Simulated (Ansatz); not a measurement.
**Rh (sc type): how the settings move a single-point run**

Aim: see which settings change the result for Rh (sc type), by how much, and at what cost.

Method: reference: DFT, PBE, PAW with Ansatz's default frozen-core files, scalar-relativistic, in Ansatz 0.2.0.

1 further run of the same task is left out (it didn't finish).

## (1) The starting structure

Symmetry: Pm-3m, No. 221, cubic system. Conventional cell: a = 2.537 Å, b = 2.537 Å, c = 2.537 Å, α = 90.00°, β = 90.00°, γ = 90.00°. Rh (site symmetry m-3m) is surrounded by 6 Rh at 2.54 Å.

Coordinates:

```cif
data_structure
_symmetry_space_group_name_H-M 'Pm-3m'
_symmetry_Int_Tables_number 221
_cell_length_a 2.5372
_cell_length_b 2.5372
_cell_length_c 2.5372
_cell_angle_alpha 90.000
_cell_angle_beta 90.000
_cell_angle_gamma 90.000
_cell_volume 16.33
loop_
_atom_site_label
_atom_site_type_symbol
_atom_site_symmetry_multiplicity
_atom_site_Wyckoff_symbol
_atom_site_fract_x
_atom_site_fract_y
_atom_site_fract_z
_atom_site_occupancy
Rh1 Rh 1 a 0.00000 0.00000 0.00000 1
```

## (2) Reference

input.yaml reads:

```yaml
crystal:
  lattice:
    - [2.5371790253, 0.0, 0.0]
    - [0.0, 2.5371790253, 0.0]
    - [0.0, 0.0, 2.5371790253]
  atoms:
    - { symbol: Rh, position: [0.0, 0.0, 0.0] }
kpoints:
  mp_grid: { grid: [15, 15, 15] }
  band_path:
    path:
      - [0.0, 0.0, 0.0]
      - [0.0, 0.5, 0.0]
      - [0.5, 0.5, 0.0]
      - [0.0, 0.0, 0.0]
      - [0.5, 0.5, 0.5]
      - [0.0, 0.5, 0.0]
      - [0.5, 0.5, 0.5]
      - [0.5, 0.5, 0.0]
    npoints: 8
scf:
  occupations: { method: fermi_dirac, width: 0.1 }
hamiltonian:
  xc: pbe
  pseudopotentials: { kind: paw }
output:
  forces: true
  stress: true
  eigenvalues: true
  populations: true
  dos: { projected: true, de: 0.2, e_range: [-14, 8] }
  write_density: true
  write_potential: true
  elf: true
  volumetric_format: npy
```

Run with:

```sh
$ ansatz run input.yaml --threads 1 --pin off --max-ram 2048MiB --backend cpu --events-out ev --progress --plain --runs-dir out
```

From the output:

```text
[...]
Basis set: ecut = 420 eV, 305 PW (Γ), exchange–correlation on 36×36×36 points (8 copies of the dense FFT grid, shifted against one another)
[...]
k-points: 120 of 3375
[...]
SCF iter   1: F=—  HF=-6402.120872 eV  |F-HF|=—  |Δ(HF+E_count)|=         —  Δρ=5.34e-3  dr2=3.84e-3  ethr=1.77e-3  ⟨swp⟩=4.8  Hψ=8428  notcnv=0
preconditioner: auto → none  [metal: Δε(μ)=0.031 eV  Ē_g=12.668 eV  σ=0.100 eV  W_gap=0.08  n_scr=6 (ndim 8)  ℏωp=27.6 eV  f_vac=0.000  D(μ)=1.83/eV (n_scr^D=26)  sad-step TF]
SCF iter   2: F=—  HF=-6402.120662 eV  |F-HF|=—  |Δ(HF+E_count)|=   2.11e-4  Δρ=2.34e-3  dr2=6.04e-4  ethr=2.26e-5  ⟨swp⟩=1.8  Hψ=2846  notcnv=0
[...]
SCF iter   5: F=-6402.120731 eV  HF=-6402.120731 eV  |F-HF|=2.27e-9  |Δ(HF+E_count)|=   1.23e-7  Δρ=7.16e-6  dr2=6.22e-9  ethr=5.47e-9  ⟨swp⟩=2.3  Hψ=2185  notcnv=0
SCF iter   6: F=-6402.120731 eV  HF=-6402.120731 eV  |F-HF|=4.55e-12  |Δ(HF+E_count)|=  5.82e-11  Δρ=7.43e-7  dr2=5.61e-11  ethr=3.66e-11  ⟨swp⟩=4.3  Hψ=7814  notcnv=0
[...]
SCF converged after 6 iterations
Free energy (F): -6402.120731 eV
[...]
E sigma→0 (E₀):  -6402.090718 eV
[...]
Fermi energy:    18.004358 eV
[...]
  P = ⅓ Tr σ = 0.0044 GPa (0.044 kbar)
[...]
```

Wall time 2 s (1 thread of Arm Neoverse V2, shared host); peak memory 0.27 GiB.

## (3) Changed: xc lda

input.yaml: that of step 2 with these lines changed.

```diff
@@ -23,3 +23,3 @@
 hamiltonian:
-  xc: pbe
+  xc: lda
   pseudopotentials: { kind: paw }
@@ -30,3 +30,2 @@
   populations: true
-  dos: { projected: true, de: 0.2, e_range: [-14, 8] }
   write_density: true
```

Run with:

```sh
$ ansatz run input.yaml --threads 1 --pin off --max-ram 2048MiB --backend cpu --events-out ev --progress --plain --runs-dir out
```

What it wrote:

```text
Engine: ansatz 0.2.0
Pseudopotentials: kind: paw
Pseudopotential: Rh, paw, valence charge 17, recommended cutoff 420 eV (normal)
Functional definition: SPW92
  exchange = slater_x
  correlation = pw_c
Crystal: 1 atoms, lattice volume = 16.333 Å³
Basis set: ecut = 420 eV, 305 PW (Γ)
Bands: 13, of which v1, the nominal top of the filled ones, is band 9 counted from 1 (8 counted from 0)
Symmetry: 48 space group operations
Space group: Pm-3m (ITA 221), of the structure as read, at distance tolerance 2.5e-5 Å
k-points: 120 of 3375
Non-local potential: Rh, projectors of the file, l = 0: 3, l = 1: 2, l = 2: 2, l = 3: 1
PAW form: soft (Blöchl's): semilocal exchange-correlation on the pseudo side does not see the compensation charge
PAW frozen core: Rh, regenerated for the run's functional, and the local potential with it (the file was generated under x = pbe(κ = 0.804, μ = 0.2195149727645171), c = pbe(β = 0.06672455060314922))
PAW one-centre angular grid: Rh, 590 points (default); XC on 64 Gauss nodes
Initial density: superposition of atomic densities (neutral atoms: chi_scale 0, normalization atom), corrected by the library's trained network
Initial wavefunctions: pseudopotential atomic-orbital guess
Functional: x = slater, c = lda
SCF iter   1: F=—  HF=-6277.728745 eV  |F-HF|=—  |Δ(HF+E_count)|=         —  Δρ=7.93e-3  dr2=5.63e-3  ethr=1.77e-3  ⟨swp⟩=4.8  Hψ=8378  notcnv=0
preconditioner: auto → none  [metal: Δε(μ)=0.012 eV  Ē_g=12.606 eV  σ=0.100 eV  W_gap=0.03  n_scr=6 (ndim 8)  ℏωp=27.6 eV  f_vac=0.000  D(μ)=1.80/eV (n_scr^D=26)  sad-step TF]
SCF iter   2: F=—  HF=-6277.727722 eV  |F-HF|=—  |Δ(HF+E_count)|=   1.02e-3  Δρ=3.49e-3  dr2=5.23e-4  ethr=3.31e-5  ⟨swp⟩=2.2  Hψ=2985  notcnv=0
SCF iter   3: F=—  HF=-6277.727563 eV  |F-HF|=—  |Δ(HF+E_count)|=   1.59e-4  Δρ=9.84e-4  dr2=2.64e-5  ethr=3.08e-6  ⟨swp⟩=2.2  Hψ=2057  notcnv=0
SCF iter   4: F=—  HF=-6277.727561 eV  |F-HF|=—  |Δ(HF+E_count)|=   1.71e-6  Δρ=5.60e-5  dr2=1.00e-7  ethr=1.55e-7  ⟨swp⟩=1.2  Hψ=1717  notcnv=0
iter 5 did not close the SCF: its close was put off for the readings that it lacked (scf_convergence_deferred on its scf_iter line)
SCF iter   5: F=-6277.727561 eV  HF=-6277.727561 eV  |F-HF|=6.97e-10  |Δ(HF+E_count)|=   6.82e-8  Δρ=6.75e-6  dr2=1.38e-9  ethr=5.91e-10  ⟨swp⟩=2.2  Hψ=2255  notcnv=0
SCF iter   6: F=-6277.727561 eV  HF=-6277.727561 eV  |F-HF|=9.19e-11  |Δ(HF+E_count)|=  4.19e-10  Δρ=1.26e-6  dr2=1.58e-10  ethr=8.13e-12  ⟨swp⟩=4.7  Hψ=7622  notcnv=0
SCF 1 converged in 6 iterations: F = -6277.727561 eV  dr2 = 1.58e-10
NSCF: frozen V_eff on 57 k-points
SCF converged after 6 iterations
Free energy (F): -6277.727561 eV
Harris-Foulkes:  -6277.727561 eV  (|F-HF|=9.19e-11)
Internal energy: -6277.667823 eV  (E = F + TS)
E sigma→0 (E₀):  -6277.697692 eV
Entropy (-TS):   -0.059738 eV (-59.738 meV/atom)
Fermi energy:    17.658584 eV
--- Per-component energies (eV) ---
  E_band       = -157.275761
  E_kinetic    = 572.597120
  E_local      = -1865.018790  (includes V_loc(G=0)·N_el)
  E_nonlocal   = 363.020666
  E_hartree    = 662.067091
  E_xc         = -219.184768
  E_vxc        = -276.289111  (∫ρ·V_xc dr)
  E_paw        = -3464.895516  (= ΣΔE_a)
  E_vpaw       = -275.720018  (= ΣTr[D̂ρ^β])
  E_aug_tail   = 0.000784  (compensation charges beyond the density's cutoff)
  E_ewald      = -2326.876892
  E_core_change = 0.622482  (= ΣΔE_core)
  E_smearing   = -0.059738  (= −TS)
  E_closure    = -0.000000  (closes the sum)
  Σ components = -6277.727561   (vs F -6277.727561, Δ=0.00e0)
--- Forces (eV/Å), atoms counted from 1 ---
  atom   1  Rh     0.00000000    -0.00000000     0.00000000
  max |Σ_I F_I| component: 1.48e-31 eV/Å
--- Stress (GPa, compression-positive) ---
      -13.072499       0.000000       0.000000
        0.000000     -13.072499       0.000000
       -0.000000       0.000000     -13.072499
  P = ⅓ Tr σ = -13.0725 GPa (-130.725 kbar)
--- Band table (eV; the first three rows and the last of 120) ---
  k-point 0: bands = ["-60.6611", "-28.2345", "-28.2345", "-28.2345", "10.8508", "12.5631", "12.5631", "18.4233", "18.4233", "18.4233", "34.2498", "34.2498", "34.2498"]
  k-point 1: bands = ["-60.6578", "-28.2659", "-28.2319", "-28.2319", "10.9782", "12.5881", "12.6795", "18.3137", "18.3137", "18.4319", "33.3909", "34.4715", "34.4715"]
  k-point 2: bands = ["-60.6481", "-28.3541", "-28.2245", "-28.2245", "11.3229", "12.6595", "13.0456", "18.0159", "18.0159", "18.4562", "31.5905", "35.1011", "35.1011"]
  k-point 119: bands = ["-60.4320", "-28.7650", "-28.7642", "-28.7642", "13.2570", "13.3034", "13.3034", "19.9355", "19.9355", "27.9737", "28.9604", "29.6321", "29.6321"]
--- Löwdin populations: 1 site ---
  site symbol       q [e]
     0     Rh     16.9302
  spilling = 0.004105 (of n_electrons = 17.000000)
```

Run time: 2 s. Hardware: 1 thread of Arm Neoverse V2, shared host; peak memory 0.27 GiB.

After a change of functional the difference of the totals has no physical meaning; the pressure goes from 0.0 to -13.1 GPa. At this fixed cell a lower pressure means that this functional prefers a smaller volume than the reference.

## (4) All runs together

| run | ending | energy change | pressure (GPa) | gap (eV) | force (eV/Å) | cycles | time |
| --- | --- | --- | --- | --- | --- | --- | --- |
| reference | converged | - | 0.0 | 0.00 | 0.00 | 6 | 2 s |
| 1: xc lda | converged | not comparable | -13.1 | 0.00 | 0.00 | 6 | 2 s |

Times don't compare one to one where runs were asked for different outputs or read a saved state (see the inputs); cycles may leave out searches for a lower state.

Residual by cycle in the longest SCF loop of each run; runs are numbered as in the table. The quantity is the density residual dr2, in eV.

| cycle | reference | run 1 |
| --- | --- | --- |
| 1 | 0.00384 | 0.00563 |
| 2 | 6.0e-4 | 5.2e-4 |
| 3 | 1.4e-5 | 2.6e-5 |
| 4 | 9.3e-7 | 1.0e-7 |
| 5 | 6.2e-9 | 1.4e-9 |
| 6 | 5.6e-11 | 1.6e-10 |

What this shows: Total energies don't compare across a change of functional; the pressure goes from 0.0 to -13.1 GPa. At this fixed cell a lower pressure means that this functional prefers a smaller volume than the reference.
